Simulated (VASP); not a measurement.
# PbS: restarted molecular dynamics, 2 variants

PbS, P-6m2 (no. 187), 12 atoms in the cell. PBE, molecular dynamics; PAW potentials Pb, S (PBE set).

| Restart from | Temperature at the end (K) | The same without a restart (K) | Potential energy at the end (eV/atom) | The same without a restart (eV/atom) | Electronic steps in the first step after the restart | Time (s) |
|---|---|---|---|---|---|---|
| CONTCAR with velocities, WAVECAR read | 1266.0 | 1266.0 | -4.15307 | -4.15306 | 4 | 156 |
| CONTCAR with velocities, no WAVECAR | 1266.0 | 1266.0 | -4.15307 | -4.15306 | 16 | 152 |

Limits: 120 fs of 12 atoms are too short for converged averages; the cell is only 4.1 Å across, so each atom moves in step with near copies of itself.

## Input of the first row

INCAR.step1:
```
SYSTEM = PbS
GGA = PE
PREC = Normal
ENCUT = 260
EDIFF = 1E-6
NELMIN = 4
NELM = 60
ALGO = Normal
LREAL = Auto
LASPH = .True.
ISMEAR = 0
SIGMA = 0.05
ISYM = 0
LWAVE = .True.
LCHARG = .False.
IBRION = 0
NSW = 30
POTIM = 2.0
TEBEG = 1600
ISIF = 2
RANDOM_SEED = 843751 0 0
MDALGO = 4
NHC_NCHAINS = 3
NHC_PERIOD = 30
KPAR = 2
```

INCAR.step2, as INCAR.step1 but for:
```
- LWAVE = .True.
+ LWAVE = .False.
```

KPOINTS:
```
k-points
0
Gamma
  3 2 1
```

POSCAR.step1:
```
PbS
1.0
    4.0896976867      0.0000000000      0.0000000000
    0.0000000000      7.0835641810      0.0000000000
    0.0000000000      0.0000000000     11.3645010000
Pb S
6 6
Direct
    0.0000000000      0.0000000000      0.0000000000
    0.0000000000      0.0000000000      0.3333333333
    0.0000000000      0.0000000000      0.6666666667
    0.5000000000      0.5000000000      0.0000000000
    0.5000000000      0.5000000000      0.3333333333
    0.5000000000      0.5000000000      0.6666666667
    0.5000000000      0.1666666666      0.1666666667
    0.5000000000      0.1666666666      0.5000000000
    0.5000000000      0.1666666666      0.8333333333
    0.0000000001      0.6666666666      0.1666666667
    0.0000000001      0.6666666666      0.5000000000
    0.0000000001      0.6666666666      0.8333333333
```

Commands (each step's output is kept before the next begins):
```
cat potpaw_PBE.64/Pb/POTCAR potpaw_PBE.64/S/POTCAR > POTCAR
cp INCAR.step1 INCAR
cp POSCAR.step1 POSCAR
mpirun -np 2 vasp_std > vasp.out
cp CONTCAR POSCAR
cp INCAR.step2 INCAR
mpirun -np 2 vasp_std > vasp.out
```

Changes of the last row against the first:
```
(step 1)
- LWAVE = True
+ LWAVE = False
```

VASP 6.6.1 took 156 s on 2 cores (Intel Xeon 6975P-C (Granite Rapids)), a shared host.
